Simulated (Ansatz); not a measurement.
Runs of Ansatz 0.2.0 on PtSe2 (Sudovikovite). It takes space group P-3m1 (No. 164, trigonal). The conventional cell has a = 3.724 Å, b = 3.724 Å, c = 5.062 Å, α = 90.00°, β = 90.00°, γ = 120.00°. Pt (site symmetry -3m) is surrounded by 6 Se at 2.49 Å. Se (site symmetry 3m) is surrounded by 3 Pt at 2.49 Å. 

| task | level | cell | points for each segment of the path | gap on the mesh (eV) | pressure (GPa) | relaxed volume (Å³/atom) | largest force (eV/Å) |
| --- | --- | --- | --- | --- | --- | --- | --- |
| relaxation of cell and atoms | HSE06 | relaxed | - | 2.01 | 0.0 | (b) | - |
| relaxation of cell and atoms | PBE0 | relaxed | - | (a) | 0.0 | 26.49 | - |
| single point | PBE0 | as given | - | 0.47 | 2.8 | - | 0.05 |
| band structure | HSE06 | as given | 4 | none | 2.8 | - | (c) |

Alike in all rows: potentials or basis Ansatz PAW; no spin polarisation; k mesh 6 × 6 × 4; cutoff (eV) 420; smearing fermi-dirac 0.05 eV.

Task: Fill in the values left out.

Result: (a) 2.71; (b) 26.25; (c) 0.10.

Caveats: spin-orbit coupling is left out, which moves the levels of the heavy elements; the PAW data sets come from PBE, with cores solved anew for the run's functional, which leaves a small shift of forces and pressure; the volume moved by over 15 % at a fixed basis, so the end points are rough (some runs); the plane-wave basis is chosen anew once the cell has moved, so the energies of steps on either side of that aren't comparable (some runs); this functional lacks dispersion, which binds the layers, so the pressure and a relaxed spacing across them are unreliable, and here the layers came unbound (some runs); the thresholds are loose for stress (some runs).

A k mesh can miss the band edges, and the runs leave out spin-orbit coupling on Pt, Se.

A gap of «none» marks a metal or a gap under the smearing width.
